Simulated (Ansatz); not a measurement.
# Cu24O: the cost of one run

Computed with Ansatz 0.2.0 (DFT PBE, scalar-relativistic, plane waves, PAW, and further levels as typed in the inputs, unless a step's input says otherwise).

### Step 1. The starting structure

Symmetry: P1, No. 1, triclinic system. The conventional cell has a = 5.134 Å, b = 6.791 Å, c = 25.287 Å, α = 90.00°, β = 90.00°, γ = 100.89°. Cu (site symmetry 1) has 9 Cu at 2.57 Å as nearest neighbours. Cu (site symmetry 1) has 12 Cu at 2.57 Å as nearest neighbours. Only part of the 25 independent sites is listed.

As a file:

```xyz
25
Lattice="7.7004 0.0000 0.0000 2.5668 4.4458 0.0000 0.0000 0.0000 25.2873" Properties=species:S:1:pos:R:3 pbc="T T T"
Cu    0.0000    0.0000    0.5000
Cu    2.5668    0.0000    0.5000
Cu    5.1336    0.0000    0.5000
Cu    1.2834    2.2229    0.5000
Cu    3.8502    2.2229    0.5000
Cu    6.4170    2.2229    0.5000
Cu    1.2834    0.7410    2.5958
Cu    3.8502    0.7410    2.5958
Cu    6.4170    0.7410    2.5958
Cu    2.5668    2.9639    2.5958
Cu    5.1336    2.9639    2.5958
Cu    7.7004    2.9639    2.5958
Cu    0.0000    1.4819    4.6916
Cu    2.5668    1.4819    4.6916
Cu    5.1336    1.4819    4.6916
Cu    1.2834    3.7049    4.6916
Cu    3.8502    3.7049    4.6916
Cu    6.4170    3.7049    4.6916
Cu    0.0000    0.0000    6.7874
Cu    2.5668    0.0000    6.7874
Cu    5.1336    0.0000    6.7874
Cu    1.2834    2.2229    6.7874
Cu    3.8502    2.2229    6.7874
Cu    6.4170    2.2229    6.7874
O     1.2834    0.7410    7.9873
```

### Step 2. Relaxing the atoms: Cu24O slab, no spin

input.yaml

```yaml
crystal:
  lattice:
    - [7.700393, 0.0, 0.0]
    - [2.566798, 4.445824, 0.0]
    - [0.0, 0.0, 25.287344]
  atoms:
    - { symbol: Cu, position: [0.0, 0.0, 0.019773] }
    - { symbol: Cu, position: [0.333333, 0.0, 0.019773] }
    - { symbol: Cu, position: [0.666667, 0.0, 0.019773] }
    - { symbol: Cu, position: [0.0, 0.5, 0.019773] }
    - { symbol: Cu, position: [0.333333, 0.5, 0.019773] }
    - { symbol: Cu, position: [0.666667, 0.5, 0.019773] }
    - { symbol: Cu, position: [0.111111, 0.166667, 0.102651] }
    - { symbol: Cu, position: [0.444444, 0.166667, 0.102651] }
    - { symbol: Cu, position: [0.777778, 0.166667, 0.102651] }
    - { symbol: Cu, position: [0.111111, 0.666667, 0.102651] }
    - { symbol: Cu, position: [0.444444, 0.666667, 0.102651] }
    - { symbol: Cu, position: [0.777778, 0.666667, 0.102651] }
    - { symbol: Cu, position: [-0.111111, 0.333333, 0.18553] }
    - { symbol: Cu, position: [0.222222, 0.333333, 0.18553] }
    - { symbol: Cu, position: [0.555556, 0.333333, 0.18553] }
    - { symbol: Cu, position: [-0.111111, 0.833333, 0.18553] }
    - { symbol: Cu, position: [0.222222, 0.833333, 0.18553] }
    - { symbol: Cu, position: [0.555556, 0.833333, 0.18553] }
    - { symbol: Cu, position: [0.0, 0.0, 0.268409] }
    - { symbol: Cu, position: [0.333333, 0.0, 0.268409] }
    - { symbol: Cu, position: [0.666667, 0.0, 0.268409] }
    - { symbol: Cu, position: [0.0, 0.5, 0.268409] }
    - { symbol: Cu, position: [0.333333, 0.5, 0.268409] }
    - { symbol: Cu, position: [0.666667, 0.5, 0.268409] }
    - { symbol: O, position: [0.111111, 0.166667, 0.315863] }
scf:
  occupations: { method: gaussian, width: 0.1 }
output:
  forces: true
  write_density: true
  write_potential: true
  elf: true
  volumetric_format: npy
hamiltonian:
  xc: pbe
relax:
  f_tol: 0.02
  max_steps: 90
  constraints: [{ sites: [0, 1, 2, 3, 4, 5, 6, 7, 8, 9, 10, 11] }]
kpoints:
  mp_grid: { grid: [4, 6, 1] }
```

Started as:

```
ansatz run input.yaml --threads 12 --pin off --max-ram 20480MiB --backend cpu --events-out ev --progress --plain --runs-dir out
```

What time and memory should one allow on 12 threads of AMD EPYC 9R14 (Zen 4), shared host?

About 2.7 min, with a peak of 14 GiB.
